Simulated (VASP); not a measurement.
The system is Ba.

```
Ba
1.0
     4.31161    0.00000    0.00000
    -2.15581    3.73397    0.00000
     0.00000    0.00000    3.91341
Ba
1
Cartesian
  0.0000 0.0000 0.0000
```

This isn't the form of Ba at room conditions, which is bcc.

| Property | Result |
| --- | --- |
| Program | VASP 6.6.1 |
| Task | single point |
| Functional | LDA |
| Potentials or basis | VASP PAW LDA potentials, release 64 (Ba_sv) |
| Cutoff | 900 eV |
| k mesh | 12 × 12 × 12 |
| Occupations | fermi-dirac, width 0.05 eV |
| Spin | no spin polarisation |

On this cell: pressure -1.3 GPa; band gap on the k mesh none (metal or under the smearing width).

The same run follows on a disturbed copy (grid = ENCUT=900 k=12x12x12 ISMEAR=-1 SIGMA=0.05 PREC=Accurate EDIFF=1e-08 LREAL=False ADDGRID=False LASPH=True; cell strained at random at fixed volume):

```
Ba
1.0
     4.34044    0.04274    0.07782
    -2.13320    3.68272   -0.04193
     0.07064   -0.00316    3.92043
Ba
1
Direct
  0.01079 0.01469 0.97707
```

Q: What does the disturbed cell give?

A: The energy (extrapolated to zero smearing) moves by -0.5 meV/atom; pressure -1.3 GPa; band gap on the k mesh none (metal or under the smearing width).

Stress tensor (GPa, compression positive):
```
-1.60 -0.15  0.13
-0.15 -1.39 -0.01
 0.13 -0.01 -0.84
```
